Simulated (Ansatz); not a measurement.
Mo under changes of volume

One of the cells (15.892 Å³/atom); the others are scaled copies at fixed shape and fractional positions:

```
CELL_PARAMETERS angstrom
-1.58381 1.58381 1.58381
1.58381 -1.58381 1.58381
1.58381 1.58381 -1.58381
ATOMIC_POSITIONS crystal
Mo 0.00000 0.00000 0.00000
```

| Property | Result |
| --- | --- |
| Program | Ansatz 0.2.0 |
| Functional | PBE |
| Potentials or basis | Ansatz PAW |
| Cutoff | 420 eV (not typed: the program's choice for these potentials) |
| k mesh | 12 × 12 × 12 |
| Occupations | fermi-dirac, width 0.05 eV |
| Spin | no spin polarisation |

```csv
volume (Å³/atom),energy over the lowest point (meV/atom),pressure (GPa)
14.938,?,?
15.256,14.18,9.5
15.574,1.49,3.5
15.892,0.00,-1.9
16.209,8.58,-6.7
16.527,26.22,-11.0
16.845,52.00,-14.9
```

**Question.** What does the run at 14.938 Å³/atom give?

**Answer.** Energy over the lowest point 39.38 meV/atom; pressure 16.1 GPa.

Worked out: A Birch-Murnaghan fit of order 3 (a polynomial in V^(-2/3)) to the other rows has its minimum at 15.78 Å³/atom with B0 = V·E''(V) = 262 GPa and B' = 4.3. It gives 39.39 meV/atom at 14.938 Å³/atom, against the run's 39.38, and -dE/dV = 16.1 GPa, against 16.1.

Energies are extrapolated to zero smearing.
